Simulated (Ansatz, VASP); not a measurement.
WSe2: VASP beside Ansatz

The input INCAR:

```
SYSTEM = WSe2
PREC = Accurate
ENCUT = 520
EDIFF = 1E-7
ISMEAR = 0
SIGMA = 0.05
LREAL = .FALSE.
LASPH = .TRUE.
NELM = 80
ALGO = Normal
ISIF = 2
LWAVE = .FALSE.
LCHARG = .TRUE.
GGA = PS
LELF = .TRUE.
LVHAR = .TRUE.
NBANDS = 35
```

The input KPOINTS:

```
regular mesh
0
G
  9 9 2
  0 0 0
```

Contents of POSCAR:

```
WSe2
1.0
   -3.2711504052      0.0000000000      0.0000000000
   -1.6355752026     -2.8328993505      0.0000000000
    0.0000000000      0.0000000000     13.9706689562
W Se
2 4
Direct
    0.3333333333      0.3333333333      0.7097370747
    0.6666666667      0.6666666667      0.2365790249
    0.3333333333      0.3333333333      0.1167623296
    0.6666666667      0.6666666667      0.5899203795
    0.3333333333      0.3333333333      0.3563957202
    0.6666666667      0.6666666667      0.8295537700
```

Input for Ansatz:

```yaml
crystal:
  lattice:
    - [-3.2711504052, 0.0, 0.0]
    - [-1.6355752026, -2.8328993505, 0.0]
    - [0.0, 0.0, 13.9706689562]
  atoms:
    - { symbol: W, position: [0.3333333333, 0.3333333333, 0.7097370747] }
    - { symbol: W, position: [0.6666666667, 0.6666666667, 0.2365790249] }
    - { symbol: Se, position: [0.3333333333, 0.3333333333, 0.1167623296] }
    - { symbol: Se, position: [0.6666666667, 0.6666666667, 0.5899203795] }
    - { symbol: Se, position: [0.3333333333, 0.3333333333, 0.3563957202] }
    - { symbol: Se, position: [0.6666666667, 0.6666666667, 0.82955377] }
basis:
  ecutwfc: 420
kpoints:
  mp_grid: { grid: [9, 9, 2] }
hamiltonian:
  xc: pbesol
scf:
  occupations: { method: gaussian, width: 0.05 }
output:
  forces: true
  stress: true
  eigenvalues: true
```

Alike in both runs: task single point; functional PBEsol; k mesh 9 × 9 × 2; occupations gaussian, width 0.05 eV; no spin polarisation.

|  | VASP | Ansatz |
| --- | --- | --- |
| version | VASP 6.6.1 | Ansatz 0.2.0 |
| potentials or method | VASP PAW PBE potentials, release 64 (W_sv, Se) | scalar-relativistic, plane waves, PAW |
| plane-wave cutoff (eV) | 520 | 420 |
| valence electrons in the cell | 52 | 92 |

Ansatz gave:

```
gap on the k mesh at the Fermi level (eV)       : 1.33
least direct gap on the mesh (eV)               : 1.63
pressure (GPa)                                  : -0.1
largest component of the traceless stress (GPa) : 0.12
rms of the force components (eV/Å)              : 0.011
```

Q: What did VASP give for the same quantities?

A: gap on the k mesh at the Fermi level (eV): 1.32; least direct gap on the mesh (eV): 1.62; pressure (GPa): 0.3; largest component of the traceless stress (GPa): 0.02; rms of the force components (eV/Å): 0.033.

Atom by atom the forces differ by 0.029 eV/Å (rms over components). With one functional, cell and mesh, what is left measures potentials, basis and numerics. The two sets of potentials don't hold the same shells in valence.

Caveats: the PAW data sets were made with another functional, which shifts forces and pressure a little (VASP); spin-orbit coupling is left out, which moves the levels of the heavy elements; an odd mesh through Γ misses points on the zone boundary, where band edges often lie; this functional lacks dispersion, which binds the layers, so the pressure and a relaxed spacing across them are unreliable.
